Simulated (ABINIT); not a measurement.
# P (R-3m) in ABINIT: further runs, part 4 of 4

ABINIT 10.8.3 (patched build). The steps go on from the part before.

### Step 5. Phonon dispersion, PBEsol (cell relaxed at zero pressure by an earlier run)

Input file run.abi:

```
# Datasets
ndtset 5

# Pseudopotentials
pp_dirpath "./"
pseudos "P.upf"

# Structure
acell 3.5756447024 3.5756447024 3.575644697 Angstrom
rprim
     0.4809525059     0.2776780588     0.8316126398
    -0.4809525059     0.2776780588     0.8316126398
     0.0000000000    -0.5553561157     0.8316126411
ntypat 1
znucl 15
natom 2
typat 1 1
chkprim 0
chksymtnons 0
tolsym 1.0e-6
xred
   0.7678928100   0.7678928100   0.7678928100
   0.2321071900   0.2321071900   0.2321071900

# Plane-wave basis
ecut 22.0
ecutsm 0.5

# k points
ngkpt 6 6 6
nshiftk 1
shiftk 0.0 0.0 0.0

# Exchange and correlation
ixc -116133

# Bands and occupations
nband 13
occopt 3
tsmear 0.00183747

# SCF cycle
nstep 80

# Output
prteig 0
prtebands 0
prtwf 0
prtden 0
prtpot 0

# Dataset 1: ground state
kptopt1 1
tolvrs1 1.0e-15
prtwf1 1
tolwfr1 1.0e-14
nbdbuf1 4
nline1 6

# Dataset 2: response at q = 0 to atomic displacements
rfphon2 1
rfatpol2 1 2
rfdir2 1 1 1
getwfk2 1
kptopt2 2
nqpt2 1
qpt2 0.0 0.0 0.0
tolvrs2 1.0e-9

# Dataset 3: atomic displacements at q = 0.5 0.0 0.0
rfphon3 1
rfatpol3 1 2
rfdir3 1 1 1
getwfk3 1
kptopt3 3
nqpt3 1
qpt3 1/2 0.0 0.0
tolvrs3 1.0e-9

# Dataset 4: atomic displacements at q = 0.5 0.5 0.0
rfphon4 1
rfatpol4 1 2
rfdir4 1 1 1
getwfk4 1
kptopt4 3
nqpt4 1
qpt4 1/2 1/2 0.0
tolvrs4 1.0e-9

# Dataset 5: atomic displacements at q = 0.5 0.5 0.5
rfphon5 1
rfatpol5 1 2
rfdir5 1 1 1
getwfk5 1
kptopt5 3
nqpt5 1
qpt5 1/2 1/2 1/2
tolvrs5 1.0e-9
```

Input file mrgddb.in:

```
merged_DDB
P
5
runo_DS1_DDB
runo_DS2_DDB
runo_DS3_DDB
runo_DS4_DDB
runo_DS5_DDB
```

Input file anaddb.abi:

```
ddb_filepath "merged_DDB"
output_file "anaddb.abo"
outdata_prefix "ana"
asr 2
chneut 0
dipdip 0
dieflag 0
enunit 0
ifcflag 1
brav 1
ngqpt 2 2 2
nqshft 1
q1shft 0.0 0.0 0.0
nqpath 3
ndivsm 6
qpath
     0.0000000000     0.0000000000     0.0000000000
     0.5000000000     0.0000000000     0.0000000000
     0.5000000000     0.2409941973    -0.2409941973
prtdos 2
ng2qpt 20 20 20
dosdeltae 2.0e-5
```

Potentials or basis: PseudoDojo NC SR PBEsol v0.4.1 standard.

On the command line:

```
abinit run.abi > log 2>&1
mrgddb < mrgddb.in > mrgddb.log 2>&1
anaddb anaddb.abi > anaddb.log 2>&1
```

run.abo:

```text
.Version 10.8.3 of ABINIT
 DATASET    1 : space group R-3 m (#166); Bravais hR (rhombohedral)
================================================================================
 Values of the parameters that define the memory need for DATASET  1.
     intxc =       0    ionmov =       0      iscf =       7    lmnmax =       6
     lnmax =       6     mgfft =      30  mpssoang =       3    mqgrid =    3001
     natom =       2  nloc_mem =       1    nspden =       1   nspinor =       1
    nsppol =       1      nsym =      12    n1xccc =    2501    ntypat =       1
    occopt =       3   xclevel =       2
       mpw =        1026          nfft =       27000          nkpt =          32
================================================================================
================================================================================

 DATASET    2 : space group R-3 m (#166); Bravais hR (rhombohedral)
================================================================================
 Values of the parameters that define the memory need for DATASET  2 (RF).
     intxc =       0      iscf =       7    lmnmax =       6     lnmax =       6
     mgfft =      30  mpssoang =       3    mqgrid =    3001     natom =       2
  nloc_mem =       1    nspden =       1   nspinor =       1    nsppol =       1
      nsym =      12    n1xccc =    2501    ntypat =       1    occopt =       3
   xclevel =       2
      nfft =       27000          nkpt =         112
================================================================================
================================================================================
[... 25 lines left out ...]
 DATASET    5 : space group R-3 m (#166); Bravais hR (rhombohedral)
================================================================================
 Values of the parameters that define the memory need for DATASET  5 (RF).
     intxc =       0      iscf =       7    lmnmax =       6     lnmax =       6
     mgfft =      30  mpssoang =       3    mqgrid =    3001     natom =       2
  nloc_mem =       1    nspden =       1   nspinor =       1    nsppol =       1
      nsym =      12    n1xccc =    2501    ntypat =       1    occopt =       3
   xclevel =       2
      nfft =       27000          nkpt =         216
================================================================================
================================================================================

--------------------------------------------------------------------------------
------------- Echo of variables that govern the present computation ------------
--------------------------------------------------------------------------------
 -outvars: echo values of preprocessed input variables --------
            acell      6.7569892111E+00  6.7569892111E+00  6.7569892009E+00 Bohr
              amu      3.09737620E+01
          chkprim           0
      chksymtnons           0
             ecut      2.20000000E+01 Hartree
           ecutsm      5.00000000E-01 Hartree
           getwfk1          0
           getwfk2          1
           getwfk3          1
           getwfk4          1
           getwfk5          1
                       outvar_i_n : Printing only first  50 k-points.
              ixc     -116133
           jdtset        1    2    3    4    5
                       outvar_i_n : Printing only first  50 k-points.
           kptopt1          1
           kptopt2          2
[... 235 lines left out ...]
Ewald energy        : -1.50427551953847E+01
psp_core            :  7.11381941796619E-01
local_psp           : -3.08219601937404E+00
non_local_psp       :  2.07868927794202E+00
internal            : -1.38451285358609E+01
'-kT*entropy'       : -1.46865479446707E-04
total_energy        : -1.38452754013403E+01
total_energy_eV     : -3.76749136627852E+02
band_energy         :  6.04997543158195E-01
...

 Cartesian components of stress tensor (hartree/bohr^3)
  sigma(1 1)=  2.18190296E-05  sigma(3 2)= -3.64063665E-12
  sigma(2 2)=  2.18190512E-05  sigma(3 1)=  0.00000000E+00
  sigma(3 3)= -2.17134349E-05  sigma(2 1)=  0.00000000E+00

-Cartesian components of stress tensor (GPa)         [Pressure= -2.1502E-01 GPa]
- sigma(1 1)=  6.41938013E-01  sigma(3 2)= -1.07111228E-07
- sigma(2 2)=  6.41938649E-01  sigma(3 1)=  0.00000000E+00
- sigma(3 3)= -6.38831310E-01  sigma(2 1)=  0.00000000E+00

================================================================================
== DATASET  2 ==================================================================
[... 224 lines left out ...]
--------------------------------------------------------------------------------
 Perturbation wavevector (in red.coord.)   0.500000  0.000000  0.000000
 Perturbation : displacement of atom   1   along direction   2
 The set of symmetries contains only one element for this perturbation.
 symkpt : not enough symmetry to change the number of k points.

--------------------------------------------------------------------------------

--------------------------------------------------------------------------------

 dfpt_looppert : total number of electrons, from k and k+q
  fully or partially occupied states are    1.000000E+01 and    1.000000E+01.
 Initialisation of the first-order wave-functions :
  ireadwf=   0
[... 140 lines left out ...]
--------------------------------------------------------------------------------
 Perturbation wavevector (in red.coord.)   0.500000  0.500000  0.000000
 Perturbation : displacement of atom   1   along direction   1
 The set of symmetries contains only one element for this perturbation.
 symkpt : not enough symmetry to change the number of k points.

--------------------------------------------------------------------------------

--------------------------------------------------------------------------------

 dfpt_looppert : total number of electrons, from k and k+q
  fully or partially occupied states are    1.000000E+01 and    1.000000E+01.
 Initialisation of the first-order wave-functions :
  ireadwf=   0
[... 244 lines left out ...]
  Phonon wavevector (reduced coordinates) :  0.50000  0.50000  0.50000
 Phonon energies in Hartree :
   7.408517E-04  7.408518E-04  7.849760E-04  1.486873E-03  1.486873E-03
   1.593670E-03
 Phonon frequencies in cm-1    :
   1.625982E+02  1.625982E+02  1.722823E+02  3.263309E+02  3.263309E+02
   3.497701E+02

== END DATASET(S) ==============================================================
================================================================================

 -outvars: echo values of variables after computation  --------
            acell      6.7569892111E+00  6.7569892111E+00  6.7569892009E+00 Bohr
           etotal1    -1.3845275401E+01
           etotal2     2.3153524679E+00
           etotal3     3.6050624264E+00
           etotal4     3.9975512261E+00
           etotal5     3.9102895653E+00
            fcart1     7.8192702249E-20  1.1411468503E-13  2.1563546942E-03
                      -7.8192702249E-20 -1.1411468503E-13 -2.1563546942E-03
            fcart2     0.0000000000E+00  0.0000000000E+00  0.0000000000E+00
                       0.0000000000E+00  0.0000000000E+00  0.0000000000E+00
            fcart3     0.0000000000E+00  0.0000000000E+00  0.0000000000E+00
                       0.0000000000E+00  0.0000000000E+00  0.0000000000E+00
            fcart4     0.0000000000E+00  0.0000000000E+00  0.0000000000E+00
                       0.0000000000E+00  0.0000000000E+00  0.0000000000E+00
            fcart5     0.0000000000E+00  0.0000000000E+00  0.0000000000E+00
                       0.0000000000E+00  0.0000000000E+00  0.0000000000E+00
            rprim      4.8095250590E-01  2.7767805880E-01  8.3161263980E-01
                      -4.8095250590E-01  2.7767805880E-01  8.3161263980E-01
                       0.0000000000E+00 -5.5535611570E-01  8.3161264110E-01
           strten1     2.1819029580E-05  2.1819051192E-05 -2.1713434881E-05
                      -3.6406366455E-12  0.0000000000E+00  0.0000000000E+00
           strten2     0.0000000000E+00  0.0000000000E+00  0.0000000000E+00
                       0.0000000000E+00  0.0000000000E+00  0.0000000000E+00
           strten3     0.0000000000E+00  0.0000000000E+00  0.0000000000E+00
                       0.0000000000E+00  0.0000000000E+00  0.0000000000E+00
           strten4     0.0000000000E+00  0.0000000000E+00  0.0000000000E+00
                       0.0000000000E+00  0.0000000000E+00  0.0000000000E+00
           strten5     0.0000000000E+00  0.0000000000E+00  0.0000000000E+00
                       0.0000000000E+00  0.0000000000E+00  0.0000000000E+00
           xangst      1.0625307937E-16  7.5197038553E-09  6.8501060594E+00
                       2.2266650120E-17  2.2729439736E-09  2.0705479306E+00
             xred      7.6789281000E-01  7.6789281000E-01  7.6789281000E-01
                       2.3210719000E-01  2.3210719000E-01  2.3210719000E-01
 Calculation completed.
```

Run time: 6.4 min. Hardware: 1 thread of Arm Neoverse V1, shared host; peak memory 0.21 GiB.

Results:

| Quantity | Value |
| --- | --- |
| Free energy | -376.7491 eV |
| Pressure | -0.2 GPa |
| Largest force | 0.111 eV/Å |
| Band gap on the k mesh | none (metal or under the smearing width) |
| Highest phonon frequency | 369 cm⁻¹ |

Forces on the atoms (eV/Å):
```
P    0.000  0.000  0.111
P    0.000  0.000 -0.111
```

Phonon frequencies in cm⁻¹ (negative: imaginary):
```tsv
q point	frequencies
(0.000, 0.000, 0.000)	0 0 0 228 228 319
(0.500, 0.000, 0.000)	186 194 232 299 335 369
(0.500, 0.500, 0.000)	168 170 229 267 285 349
(0.500, 0.500, 0.500)	163 163 172 326 326 350
```

Phonon frequencies at the corners of the path (cm⁻¹, interpolated; i marks imaginary ones):
```csv
point,frequencies
Γ,0 0 0 228 228 319
L,186 194 232 299 335 369
B1,148 197 202 283 312 327
```

Phonon states per cell in windows of 20 cm⁻¹ (negative: imaginary):
| from (cm⁻¹) | total |
| --- | --- |
| 0 | 0.00 |
| 20 | 0.00 |
| 40 | 0.01 |
| 60 | 0.03 |
| 80 | 0.04 |
| 100 | 0.09 |
| 120 | 0.15 |
| 140 | 0.57 |
| 160 | 0.83 |
| 180 | 0.67 |
| 200 | 0.29 |
| 220 | 0.32 |
| 240 | 0.06 |
| 260 | 0.15 |
| 280 | 0.77 |
| 300 | 0.58 |
| 320 | 0.83 |
| 340 | 0.56 |
| 360 | 0.06 |

Caveat: the k mesh is coarse (spacing up to 0.37 Å⁻¹), so the values aren't converged; the atoms weren't relaxed first, which shifts response properties; the mesh is coarse for a metal's response; the q mesh is small, so phonon branches between its points and thermal values are rough.

### Step 6. Overview

| task | level | potentials or basis | cell | k mesh | cutoff (eV) | cutoff smearing ecutsm (Ha) | stop of the response cycle (tolvrs) | q points | q points (reduced) | bands in the sums | mesh quality | gap on the mesh (eV) | pressure (GPa) | largest force (eV/Å) |
| --- | --- | --- | --- | --- | --- | --- | --- | --- | --- | --- | --- | --- | --- | --- |
| phonons at a zone-boundary q | LDA | PseudoDojo NC SR LDA v0.4.1 standard | cell relaxed at zero pressure by an earlier run | 8 × 8 × 8 | 653 | 0.5 | 1e-08 | ["L"] | [[0.5, 0.0, 0.0]] | - | not flagged | none | -0.4 | 0.07 |
| optical spectrum | LDA | PseudoDojo NC SR LDA v0.4.1 standard | cell relaxed at zero pressure by an earlier run | 10 × 10 × 10 | 653 | 0.5 | - | - | - | 11 | not flagged | none | 0.0 | 0.06 |
| optical spectrum | PBEsol | PseudoDojo NC SR PBEsol v0.4.1 standard | as given | 10 × 10 × 10 | 490 | - | - | - | - | 11 | not flagged | none | -1.8 | 0.30 |
| phonon dispersion | PBEsol | PseudoDojo NC SR PBEsol v0.4.1 standard | cell relaxed at zero pressure by an earlier run | 6 × 6 × 6 | 599 | 0.5 | 1e-09 | - | - | - | coarse | none | -0.2 | 0.11 |

Alike in all rows: no spin polarisation; smearing fermi-dirac 0.05 eV.

Caveats: some runs use coarse meshes; the atoms weren't relaxed first, which shifts response properties (some runs); the mesh is coarse for a metal's response (some runs); the intraband (Drude) term is left out (some runs); spectra need much finer meshes, so this one isn't converged (some runs); independent-particle spectra lack excitons (some runs); the cutoff is short for stress, so the pressure is rough (some runs).

Total energies depend on the potentials used, so only differences within one code and one set of settings carry meaning.
